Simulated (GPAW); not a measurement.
Runs of GPAW 26.7.0 on CaSe. Symmetry: Fm-3m, No. 225, cubic system. The conventional cell has a = 5.912 Å, b = 5.912 Å, c = 5.912 Å, α = 90.00°, β = 90.00°, γ = 90.00°. Se (site symmetry m-3m) is surrounded by 6 Ca at 2.96 Å. Ca (site symmetry m-3m) is surrounded by 6 Se at 2.96 Å. 

```csv
task,level,potentials or basis,spin,band path,band points,spin axis theta (degrees),spin axis phi (degrees),soc after scf,gap on the mesh (eV),pressure (GPa)
single point,PBEsol,"PAW data sets generated in the run's folder for this functional, pw",off,-,-,-,-,-,1.95,-0.9
band structure,LDA,"the program's PAW data sets (release 1.2.1) made for this functional, pw",off,"GXWKGLUWLK,UX",100,-,-,-,1.89,-2.9
band structure,PBEsol,"PAW data sets generated in the run's folder for this functional, pw",off,"GXWKGLUWLK,UX",80,-,-,-,1.95,-0.9
band structure,PBEsol,"PAW data sets generated in the run's folder for this functional, pw","SOC, no magnetisation","GXWKGLUWLK,UX",80,0,0,second variation,(a),-0.9
```

Alike in all rows: cell as given; k mesh 8 × 8 × 8; cutoff (eV) 600; smearing fermi-dirac 0.05 eV.

Problem. Estimate the missing entries.

Solution. (a) 1.81.

Caveats: spin-orbit coupling was added after a scalar SCF, so levels and gaps hold it while energy, forces, pressure and moments don't (some runs); this program's spin-orbit splittings come out too wide for heavy elements (some runs).

A k mesh can miss the band edges, and rows without SOC leave out spin-orbit coupling on Se.
